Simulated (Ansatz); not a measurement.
Sc, DFT, PBE, all-electron PAW with datasets made for the crystal, scalar-relativistic (Ansatz 0.2.0), run on 1 thread of Arm Neoverse V1 on a shared host.

The cell is COD entry 9008483, as deposited and not checked against the literature; nothing was relaxed. The listed cell was then made from it by scaling, straining or moving an atom.

Command: `ansatz run input.yaml --threads 1 --pin off --max-ram 2048MiB --backend cpu --events-out ev --progress --plain --runs-dir out`

```yaml
crystal:
  lattice:
    - [0.0, 2.2819383596, 2.247795]
    - [2.2819383596, 0.0, 2.247795]
    - [2.2819383596, 2.2819383596, 0.0]
  atoms:
    - { symbol: Sc, position: [0.0, 0.0, 0.0] }
kpoints:
  mp_grid: { grid: [12, 12, 12] }
scf:
  occupations: { method: fermi_dirac, width: 0.03 }
hamiltonian:
  xc: pbe
  pseudopotentials: { kind: all_electron, datasets: crystal }
output:
  forces: true
  stress: true
  eigenvalues: true
  efg: { contact_densities: true }
```

How large is the problem that the program sets up?

163 irreducible k-points, 169 plane waves at Γ, 11 bands.

Estimate the wall time and the peak memory.

7.2 s of wall time for 7 SCF iterations, with a peak of 0.32 GiB. Times on shared machines scatter by tens of per cent.

And the same cell and mesh by all-electron LAPW, asked for forces, stress, eigenvalues, on the same hardware?

10 s, peak memory 0.29 GiB.

And the same cell and mesh by PAW (frozen-core files), asked for forces, stress, eigenvalues, efg, write_density, write_potential, elf, on the same hardware?

4.1 s, peak memory 0.36 GiB.
